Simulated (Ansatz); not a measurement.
A run of Ansatz 0.2.0 is set up as follows.

Contents of input.yaml:

```yaml
crystal:
  lattice:
    - [1.64034611, -2.1180379, 0.0]
    - [1.64034611, 2.1180379, 0.0]
    - [0.0, 0.0, 4.3094211]
  atoms:
    - { symbol: W, position: [0.5, 0.5, 0.5] }
    - { symbol: C, position: [0.0, 0.0, 0.0] }
hamiltonian:
  xc: pbesol
  pseudopotentials: { kind: paw }
kpoints:
  mp_grid: { grid: [7, 7, 5] }
scf:
  occupations: { method: fermi_dirac, width: 0.05 }
phonons:
  method: dfpt
```

Potentials or basis: Ansatz PAW.

Run with:

```console
$ ansatz run input.yaml --threads 2 --pin off --max-ram 5632MiB --backend cpu --events-out ev --progress --plain --runs-dir out
```

Task: What does it give for the highest phonon frequency at Γ?

Result: 0 cm⁻¹.

Task: Predict the most unstable mode.

Result: 447i cm⁻¹.

Task: Estimate the band gap on the k mesh.

Result: None (metal or under the smearing width).

Phonon frequencies in cm⁻¹ (negative: imaginary):
```csv
q point,frequencies
"(0.000, 0.000, 0.000)",-447 -273 -170 0 0 0
```

Caveat: some modes are imaginary. The run has no spin-orbit coupling, so splittings on W are missing.
